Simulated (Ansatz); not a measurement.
Runs of Ansatz 0.2.0 on Cu. It takes space group Cmcm (No. 63, orthorhombic). The conventional cell has a = 2.437 Å, b = 7.953 Å, c = 2.475 Å, α = 90.00°, β = 90.00°, γ = 90.00°. Cu (site symmetry m2m) is surrounded by 10 Cu at 2.44 to 2.54 Å. This isn't the form of Cu at room conditions, which is fcc.

```csv
task,level,potentials or basis,cutoff (eV),basis error allowed,pressure (GPa),V0 of scaled cells (Å³/atom),B0 (GPa),largest force (eV/Å)
equation of state,PBEsol,"all-electron LAPW, scalar-relativistic",-,0.001 eV/atom,-,11.87,153,-
band structure,LDA,"all-electron LAPW, scalar-relativistic",330,0.001 eV/atom,-7.6,-,-,(b)
band structure,PBEsol,"all-electron LAPW, inner shells corrected to Dirac's equation",329,0.001 eV/atom,-1.5,-,-,0.01
equation of state,LDA,"all-electron LAPW, scalar-relativistic",-,0.001 eV/atom,-,11.41,173,-
equation of state,PBEsol,"all-electron LAPW, scalar-relativistic",-,0.0005 eV/atom,-,11.87,153,-
single point,PBEsol,"all-electron LAPW, scalar-relativistic",329,0.001 eV/atom,-1.5,-,-,0.01
band structure,PBEsol,"all-electron LAPW, non-relativistic",330,0.001 eV/atom,2.6,-,-,(a)
band structure,PBEsol,all-electron PAW datasets made for the crystal,340,-,-1.5,-,-,0.01
```

Alike in all rows: no spin polarisation; cell as given; k mesh 11 × 11 × 11; smearing fermi-dirac 0.05 eV.

Task: Fill in the values left out.

Result: (a) 0.03; (b) 0.04.

Caveats: the cell was scaled at fixed shape and fractional positions, which overstates the stiffness of a crystal with free parameters, most of all of layers and chains (some runs).

Not every run made on this cell is shown here.
